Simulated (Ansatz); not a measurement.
Runs of Ansatz 0.2.0 on Si2W. It takes space group I4/mmm (No. 139, tetragonal). Conventional cell: a = 3.214 Å, b = 3.214 Å, c = 7.830 Å, α = 90.00°, β = 90.00°, γ = 90.00°. W (site symmetry 4/mmm) has 10 Si at 2.62 Å as nearest neighbours. Around Si (site symmetry 4mm) lie 5 Si at 2.59 to 2.63 Å and 5 W at 2.62 Å. 

```tsv
level	U	gap on the mesh (eV)	pressure (GPa)	largest force (eV/Å)
PBEsol+U	W d U = 8 eV	none	-2.6	0.54
PBEsol+U	W d U = 2 eV	none	-2.4	(b)
PBEsol+U	W d U = 4 eV	none	-2.8	0.23
PBEsol	-	none	-2.0	(c)
PBEsol+U	W d U = 6 eV	none	-2.9	(a)
```

Alike in all rows: task density of states; potentials or basis all-electron LAPW, scalar-relativistic; no spin polarisation; cell as given; k mesh 12 × 12 × 12; cutoff (eV) 218; smearing fermi-dirac 0.05 eV; basis error allowed 0.002 eV/atom.

Fill in the values left out.

(a) 0.38; (b) 0.08; (c) 0.02.

Caveats: the density of states is complete only up to the lowest level of the last band computed; U is the effective U less J, on atomic orbitals that reach past the spheres (some runs); U without spin polarisation on a metal has little footing (some runs); the U is typed as a test and isn't derived for this compound (some runs).

A k mesh can miss the band edges, and the runs leave out spin-orbit coupling on W.

A gap of «none» marks a metal or a gap under the smearing width.
